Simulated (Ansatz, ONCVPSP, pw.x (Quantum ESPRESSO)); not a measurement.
What a changed setting does to a pw.x run (bcc O)

Potential: optimised norm-conserving Vanderbilt (ONCV), ONCVPSP 4.0.1.1 (patched build), PBE; core [He], reference 2s2 2p4; waves: 2s: rc 0.85 bohr, ncon 4, nbas 8, qcut 9.6 1/bohr, 2 projectors, debl 2.3 Ha; 2p: rc 1.20 bohr, ncon 4, nbas 7, qcut 13 1/bohr, 3 projectors, debl 0.4 Ha; d scattering state at 0.09 Ha: rc 1.15 bohr, ncon 3, nbas 6, qcut 8.7 1/bohr, 1 projector; local part: polynomial inside 0.55 bohr (lpopt 4, dvloc0 4 Ha); core correction: Teter function, fcfact 3.5, rcfact 1.45.

The reference run (k-mesh 18³, cutoffs 165/660 Ry, Fermi–Dirac 0.01 Ry, mixing_beta 0.4, conv_thr 1e-9, no spin) gives 0.85 GPa at 7.756 Å³/atom, where all-electron LAPW gives 1.16 GPa. This run, with its own iteration cap, changes startingwfc to atomic.

```
&control
  calculation='scf', prefix='x', pseudo_dir='./', outdir='./tmp', tstress=.true., disk_io='none'
/
&system
  ibrav=0, nat=1, ntyp=1, ecutwfc=165, ecutrho=660, nbnd=10,
  occupations='smearing', smearing='fd', degauss=0.01
/
&electrons
  conv_thr=1e-09, mixing_beta=0.4, electron_maxstep=70, startingwfc='atomic'
/
ATOMIC_SPECIES
O 1.0 O.UPF
CELL_PARAMETERS angstrom
  -1.24697937 1.24697937 1.24697937
  1.24697937 -1.24697937 1.24697937
  1.24697937 1.24697937 -1.24697937
ATOMIC_POSITIONS crystal
O 0.0000 0.0000 0.0000
K_POINTS automatic
18 18 18 0 0 0
```

```bash
pw.x < O.scf.in > O.scf.out
```

Question: How does the run end?

Answer: It converges in 6 iterations; the free energy moves by +0.0 meV/atom and the pressure by +0.00 GPa. The result is that of the reference run.

```
Message from routine setup:
     using ibrav=0 with symmetry is DISCOURAGED, use correct ibrav instead
     lattice parameter (alat)  =       4.0815  a.u.
     unit-cell volume          =      52.3401 (a.u.)^3
     number of electrons       =         6.00
     number of Kohn-Sham states=           10
     kinetic-energy cutoff     =     165.0000  Ry
     charge density cutoff     =     660.0000  Ry
     scf convergence threshold =      1.0E-09
     Exchange-correlation= PBE
     number of k points=   195  Fermi-Dirac smearing, width (Ry)=  0.0100
     iteration #  1     ecut=   165.00 Ry     beta= 0.40
     total energy              =     -32.63596170 Ry
     estimated scf accuracy    <       0.00024510 Ry
     iteration #  2     ecut=   165.00 Ry     beta= 0.40
     total energy              =     -32.63602791 Ry
     estimated scf accuracy    <       0.00005987 Ry
     iteration #  3     ecut=   165.00 Ry     beta= 0.40
     total energy              =     -32.63604284 Ry
     estimated scf accuracy    <       0.00000667 Ry
     iteration #  4     ecut=   165.00 Ry     beta= 0.40
     total energy              =     -32.63604377 Ry
     estimated scf accuracy    <       0.00000001 Ry
     iteration #  5     ecut=   165.00 Ry     beta= 0.40
     total energy              =     -32.63604378 Ry
     estimated scf accuracy    <          4.4E-09 Ry
     iteration #  6     ecut=   165.00 Ry     beta= 0.40
     the Fermi energy is     5.3733 ev
!    total energy              =     -32.63604378 Ry
     estimated scf accuracy    <          1.0E-10 Ry
     smearing contrib. (-TS)   =      -0.00412574 Ry
     The total energy is F=E-TS. E is the sum of the following terms:
     one-electron contribution =      -1.98000410 Ry
     hartree contribution      =       4.87762682 Ry
     xc contribution           =      -7.73085366 Ry
     ewald contribution        =     -27.79868709 Ry
     convergence has been achieved in   6 iterations
          total   stress  (Ry/bohr**3)                   (kbar)     P=        8.52
     Message from routine punch:
     Nothing written, as per user request (disk_io='none')
```

The run took about 67 s on one core of a shared host (Intel(R) Xeon(R) Platinum 8259CL CPU @ 2.50GHz, 96 threads, 755 GiB, load 66).
